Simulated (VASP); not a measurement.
A run of VASP 6.6.1:

Contents of INCAR:

```
PREC     = Accurate       # precision mode
ENCUT    = 520            # plane-wave cutoff, eV
EDIFF    = 1E-6           # SCF threshold, eV
ISMEAR   = -1             # smearing method
SIGMA    = 0.05           # smearing width, eV
LREAL    = F              # projectors in reciprocal space
LASPH    = T              # aspherical terms in the spheres
NELM     = 120            # most SCF steps
ALGO     = Normal         # electronic algorithm
ISIF     = 2              # what is computed and relaxed
LWAVE    = F              # write WAVECAR
LCHARG   = F              # write CHGCAR
ISPIN    = 2              # spin polarisation
MAGMOM   = 7 -7 0 0       # initial moments
LORBIT   = 11             # projections on sites
LMAXMIX  = 6              # l up to which the mixer works
LDAU     = T              # DFT+U
LDAUTYPE = 2            
LDAUL    = 3 -1           # shell
LDAUU    = 6 0            # U, eV
LDAUJ    = 0 0          
LDAUPRINT= 1            
GGA      = PE             # functional
```

Contents of KPOINTS:

```
regular mesh
0
Gamma
  7 7 7
```

File POSCAR:

```
GdN
1.0
    2.5600000000      2.5600000000      5.1200000000
    5.1200000000      2.5600000000      2.5600000000
    2.5600000000      5.1200000000      2.5600000000
Gd N
2 2
Direct
    0.0000000000      0.0000000000      0.0000000000
    0.5000000000      0.5000000000      0.5000000000
    0.2500000000      0.2500000000      0.2500000000
    0.7500000000      0.7500000000      0.7500000000
```

Potentials or basis: VASP PAW PBE potentials, release 64 (Gd, N).

Launch:

```bash
$ cat potpaw_PBE.64/Gd/POTCAR potpaw_PBE.64/N/POTCAR > POTCAR
$ mpirun -np 1 vasp_std > vasp.out
```

Hardware: 1 thread of Intel(R) Xeon(R) 6975P-C (Granite Rapids) (shared host).

How long does it take, and how much memory?

It took 9 min on 1 thread of Intel(R) Xeon(R) 6975P-C (Granite Rapids) (shared host), peak memory 0.51 GiB. Counts: scf iterations 34, k points 44.
